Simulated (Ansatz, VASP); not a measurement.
## Hg: VASP beside Ansatz

```
Hg
1.0
     4.49460    0.00000    0.00000
    -2.24730    3.89244    0.00000
     0.00000    0.00000    3.87000
Hg
3
Direct
  0.33333 0.66667 0.50000
  0.00000 0.00000 0.00000
  0.66667 0.33333 0.50000
```

Change from the starting cell: equal xx and yy strain of -1 %, crystal datasets.

Alike in both runs: task electric field gradients; functional PBEsol; k mesh 8 × 8 × 9; occupations fermi-dirac, width 0.05 eV; no spin polarisation.

|  | VASP | Ansatz |
| --- | --- | --- |
| version | VASP 6.6.1 | Ansatz 0.2.0 |
| potentials or method | VASP PAW PBE potentials, release 64 (Hg), cutoff 520 eV | all-electron PAW with datasets made for the crystal, scalar-relativistic |

```tsv
	VASP	Ansatz	Ansatz less VASP
pressure (GPa)	10.9	10.0	-0.94
largest component of the traceless stress (GPa)	10.54	9.88	-0.662
Vzz of the field gradient on the site that differs most (V/Å²)	357.0	268.2	-88.83
```

Ansatz ran all-electron here, so the differences hold the error of VASP's frozen core and of both bases. Ansatz warned: «gradients_without_spin_orbit».

Caveats: the PAW data sets were made with another functional, which shifts forces and pressure a little (VASP). The runs have no spin-orbit coupling, so splittings on Hg are missing.
